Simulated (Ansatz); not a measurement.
## MgTe (wurtzite): gap against strain (epitaxial in the xy plane)

MgTe (wurtzite), relaxed with r2SCAN in the plane-wave code Ansatz, then strained (epitaxial in the xy plane; changes of length per length, axes as in the cell below) with the atoms relaxed again within the symmetry that is left. It is hexagonal, P6_3mc (No. 186); a = 4.578 Å, c = 7.455 Å in the conventional setting, 33.82 Å³ an atom. Mg has 4 Te at 2.80 Å; Te has 4 Mg at 2.80 Å. (Simulation; spin polarisation is off.)

```
CELL_PARAMETERS angstrom
4.57764 0.00000 0.00000
-2.28882 3.96435 0.00000
0.00000 0.00000 7.45509
ATOMIC_POSITIONS crystal
Mg 0.33333 0.66667 0.99939
Mg 0.66667 0.33333 0.49939
Te 0.33333 0.66667 0.37561
Te 0.66667 0.33333 0.87561
```

Gaps are the least over each mesh (PBE 6×6×4, r2SCAN 6×6×4, HSE06 6×6×2 when unstrained) and the special points, which keep their unstrained names; stress is the change from the unstrained cell, compression positive.

```tsv
strain (%)	free normal strain (%)	gap, PBE (eV)	gap, r2SCAN (eV)	gap, HSE06 (eV)	edges, HSE06	in-plane stress, r2SCAN (GPa)	energy rise, r2SCAN (meV/atom)
-3.0	+2.43	2.422	3.110	3.273	Γ	+2.13	13.0
0.0	0.00	2.461	3.160	3.317	Γ–K (0.02) → Γ	0.00	0.0
+1.0	-0.83	2.346	3.039	3.196	Γ	-0.65	1.4
+2.0	-1.62	2.230	2.917	3.072	Γ	-1.27	5.5
```

Between zero and the nearest strains the slope of the HSE06 gap against strain is +0.015 eV per percent for negative and -0.122 for positive strain; it falls either way, as happens when edge states split or other valleys take over.

No spin-orbit coupling is included; it can move band edges with weight on the heavy atoms by tenths of an eV.

Where an edge lies off the special points, it is a point of the mesh or the k point where a search put PBE's edge or least direct gap, reused for the other functionals, whose own edges may lie a little apart.

The meshes of the hybrids are coarse, so their gaps aren't converged to the digits shown.
